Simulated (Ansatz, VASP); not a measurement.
# Ta in VASP and in Ansatz

The input INCAR:

```
PREC     = Accurate       # precision mode
ENCUT    = 520            # plane-wave cutoff, eV
EDIFF    = 1E-7           # SCF threshold, eV
ISMEAR   = 0              # smearing method
SIGMA    = 0.15           # smearing width, eV
LREAL    = F              # projectors in reciprocal space
LASPH    = T              # aspherical terms in the spheres
NELM     = 80             # most SCF steps
ALGO     = Normal         # electronic algorithm
ISIF     = 2              # what is computed and relaxed
LWAVE    = F              # write WAVECAR
LCHARG   = T              # write CHGCAR
GGA      = PS             # functional
LELF     = T              # ELF
LVHAR    = T            
NBANDS   = 12             # bands
```

KPOINTS

```
Automatic mesh
0
Gamma
  20 20 20
```

File POSCAR:

```
Ta
1.0
   -1.6402286350      1.6402286350      1.6402286350
    1.6402286350     -1.6402286350      1.6402286350
    1.6402286350      1.6402286350     -1.6402286350
Ta
1
Direct
    0.0000000000      0.0000000000      0.0000000000
```

Input for Ansatz:

```yaml
crystal:
  lattice:
    - [-1.640228635, 1.640228635, 1.640228635]
    - [1.640228635, -1.640228635, 1.640228635]
    - [1.640228635, 1.640228635, -1.640228635]
  atoms:
    - { symbol: Ta, position: [0.0, 0.0, 0.0] }
basis:
  ecutwfc: 420
kpoints:
  mp_grid: { grid: [20, 20, 20] }
hamiltonian:
  xc: pbesol
  pseudopotentials: { kind: paw, azcp: { folder: soft_1 } }
scf:
  occupations: { method: gaussian, width: 0.15 }
output:
  forces: true
  stress: true
  eigenvalues: true
  write_density: true
  write_potential: true
  elf: true
  volumetric_format: npy
```

Alike in both runs: task single point; functional PBEsol; k mesh 20 × 20 × 20; occupations gaussian, width 0.15 eV; no spin polarisation.

```csv
,VASP,Ansatz
version,VASP 6.6.1,Ansatz 0.2.0
potentials or method,"VASP PAW PBE potentials, release 64 (Ta_pv)","scalar-relativistic, plane waves, PAW"
plane-wave cutoff (eV),520,420
valence electrons in the cell,11,13
```

Ansatz gave:

| Property | Result |
| --- | --- |
| gap on the k mesh at the Fermi level (eV) | none |
| pressure (GPa) | 0.3 |

Question: Which values does VASP return?

Answer: gap on the k mesh at the Fermi level (eV): none; pressure (GPa): 0.5.

A gap of «none» marks a metal or a gap that the smearing closes. With one functional, cell and mesh, what is left measures potentials, basis and numerics. The two sets of potentials don't hold the same shells in valence. Ansatz warned: «pseudo_functional_mismatch».

Caveats: the PAW data sets were made with another functional, which shifts forces and pressure a little (VASP). The runs have no spin-orbit coupling, so splittings on Ta are missing.
